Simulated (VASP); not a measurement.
Input of a VASP 6.6.1 run:

File INCAR:

```
SYSTEM = C
PREC = Accurate ; ENCUT = 600
EDIFF = 1E-6 ; ISMEAR = 0
SIGMA = 0.03 ; LREAL = .FALSE.
LASPH = .TRUE. ; NELM = 80
ALGO = Normal ; ISIF = 3
LWAVE = .FALSE. ; LCHARG = .FALSE.
GGA = PE ; IVDW = 12
IBRION = 2 ; NSW = 90
EDIFFG = -0.01 ; KPAR = 2
```

File KPOINTS:

```
Automatic mesh
0
G
  12 12 4
  0 0 0
```

The input POSCAR:

```
C
1.0
    2.4672912616      0.0000000000      0.0000000000
   -1.2336456308      2.1367369111      0.0000000000
    0.0000000000      0.0000000000      7.8030730000
C
4
Direct
    0.0000000000      0.0000000000      0.2500000000
    0.0000000000      0.0000000000      0.7500000000
    0.3333333300      0.6666666700      0.2500000000
    0.6666666700      0.3333333300      0.7500000000
```

Potentials or basis: VASP PAW PBE potentials, release 64 (C).

The run is started by

```bash
$ cat potpaw_PBE.64/C/POTCAR > POTCAR
$ mpirun -np 2 vasp_std > vasp.out
```

Q: Estimate the relaxed volume.

A: 8.80 Å³/atom.

Q: Estimate the relaxed cell.

A: a = 2.465 Å, b = 2.465 Å, c = 6.691 Å, α = 90.00°, β = 90.00°, γ = 120.00°.

Final structure:
```
CELL_PARAMETERS angstrom
2.46485 0.00000 0.00000
-1.23243 2.13462 0.00000
0.00000 0.00000 6.69061
ATOMIC_POSITIONS crystal
C 0.00000 0.00000 0.25000
C 0.00000 0.00000 0.75000
C 0.33333 0.66667 0.25000
C 0.66667 0.33333 0.75000
```
